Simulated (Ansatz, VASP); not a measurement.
This is a calculation of NaH for Ansatz 0.2.0.

Contents of input.yaml:

```yaml
crystal:
  lattice:
    - [0.0, 2.4561594113, 2.4561594113]
    - [2.4561594113, 0.0, 2.4561594113]
    - [2.4561594113, 2.4561594113, 0.0]
  atoms:
    - { symbol: Na, position: [0.0, 0.0, 0.0] }
    - { symbol: H, position: [0.5, 0.5, 0.5] }
hamiltonian:
  xc: pbesol
  pseudopotentials: { kind: paw }
kpoints:
  mp_grid: { grid: [9, 9, 9] }
scf:
  occupations: { method: fermi_dirac, width: 0.05 }
output:
  forces: true
  stress: true
  eigenvalues: true
```

Potentials or basis: Ansatz PAW.

Command:

```bash
$ ansatz run input.yaml --threads 2 --pin off --max-ram 5632MiB --backend cpu --events-out ev --progress --plain --runs-dir out
```

Q: Translate it to VASP 6.6.1. Potentials there: VASP PAW PBE potentials, release 64 (Na_pv, H).

A: As run (the cutoff follows the program's own potentials):

Contents of INCAR:

```
ALGO = Normal
EDIFF = 1E-7
ENCUT = 520
GGA = PS
ISIF = 2
ISMEAR = -1
LASPH = T
LCHARG = F
LREAL = F
LWAVE = F
NBANDS = 11
NELM = 80
PREC = Accurate
SIGMA = 0.05
```

The input KPOINTS:

```
k-points
0
Gamma
  9 9 9
```

POSCAR

```
NaH
1.0
    0.0000000000      2.4561594113      2.4561594113
    2.4561594113      0.0000000000      2.4561594113
    2.4561594113      2.4561594113      0.0000000000
Na H
1 1
Direct
    0.0000000000      0.0000000000      0.0000000000
    0.5000000000      0.5000000000      0.5000000000
```

Potentials or basis: VASP PAW PBE potentials, release 64 (Na_pv, H).

Command:

```console
$ cat potpaw_PBE.64/Na_pv/POTCAR potpaw_PBE.64/H/POTCAR > POTCAR
$ mpirun -np 1 vasp_std > vasp.out
```

Both were run:

|  | VASP | Ansatz | Ansatz less VASP |
| --- | --- | --- | --- |
| gap on the k mesh at the Fermi level (eV) | 3.79 | 3.79 | +0.002 |
| least direct gap on the mesh (eV) | 4.50 | 4.51 | +0.002 |
| pressure (GPa) | -1.6 | -1.6 | +0.02 |

The functional is the same, so the differences come from potentials, cutoffs and numerics. The two sets of potentials don't hold the same shells in valence.

Caveats: the PAW data sets were made with another functional, which shifts forces and pressure a little (VASP); an odd mesh through Γ misses points on the zone boundary, where band edges often lie (VASP); odd divisions of the mesh miss points on the zone boundary, where band edges often lie, so the gap on the mesh can be too wide (Ansatz); the PAW data sets come from PBE, with cores solved anew for the run's functional, which leaves a small shift of forces and pressure (Ansatz).
